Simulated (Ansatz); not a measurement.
Here is an Ansatz 0.2.0 calculation.

Contents of input.yaml:

```yaml
crystal:
  lattice:
    - [2.079952695, -5.991296865, 0.0]
    - [2.079952695, 5.991296865, 0.0]
    - [0.0, 0.0, 4.27932094]
  atoms:
    - { symbol: Pb, position: [0.134937, 0.880318, 0.248601] }
    - { symbol: Pb, position: [0.861706, 0.123632, 0.752825] }
    - { symbol: S, position: [0.364489, 0.664839, 0.247152] }
    - { symbol: S, position: [0.638204, 0.348056, 0.752177] }
hamiltonian:
  xc: pbe
  pseudopotentials: { kind: paw }
kpoints:
  mp_grid: { grid: [7, 7, 6] }
scf:
  occupations: { method: fermi_dirac, width: 0.05 }
output:
  forces: true
  stress: true
  eigenvalues: true
```

Potentials or basis: Ansatz PAW.

Command:

```sh
$ ansatz run input.yaml --threads 2 --pin off --max-ram 5120MiB --backend cpu --events-out ev --progress --plain --runs-dir out
```

What does it give for the largest force?

0.274 eV/Å.

Predict the pressure.

1.2 GPa.

Estimate the band gap on the k mesh.

1.23 eV, indirect (least direct gap 1.47 eV).

Forces on the atoms (eV/Å):
```
Pb  -0.033  0.114  0.016
Pb   0.047 -0.036 -0.019
S   -0.140 -0.232  0.035
S    0.127  0.154 -0.032
```

Caveat: odd divisions of the mesh miss points on the zone boundary, where band edges often lie, so the gap on the mesh can be too wide; spin-orbit coupling is left out, which as a rule narrows the gap of such compounds by several tenths of an eV. A k mesh can miss the band edges.
